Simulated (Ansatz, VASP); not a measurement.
One calculation of SiC, two programs

```xyz
2
Lattice="0.0000 2.1642 2.1642 2.1642 0.0000 2.1642 2.1642 2.1642 0.0000" Properties=species:S:1:pos:R:3 pbc="T T T"
Si    1.0821    1.0821    1.0821
C     0.0000    0.0000    0.0000
```

Alike in both runs: functional PBE; k mesh 10 × 10 × 10; occupations gaussian, width 0.02 eV; no spin polarisation.

Ansatz relaxed the structure, and its values are those at the end. VASP's run is a single point on that final structure, the one shown.

|  | VASP | Ansatz |
| --- | --- | --- |
| version | VASP 6.6.1 | Ansatz 0.2.0 |
| potentials or method | VASP PAW PBE potentials, release 64 (Si, C) | scalar-relativistic, plane waves, PAW |
| plane-wave cutoff (eV) | 520 | 420 |
| valence electrons in the cell | 8 | 8 |

Ansatz gave:

```
gap on the k mesh at the Fermi level (eV) : 1.34
least direct gap on the mesh (eV)         : 4.57
pressure (GPa)                            : 8.1
```

Question: Estimate VASP's values.

Answer: gap on the k mesh at the Fermi level (eV): 1.34; least direct gap on the mesh (eV): 4.56; pressure (GPa): 8.0.

A k mesh can miss the band edges.
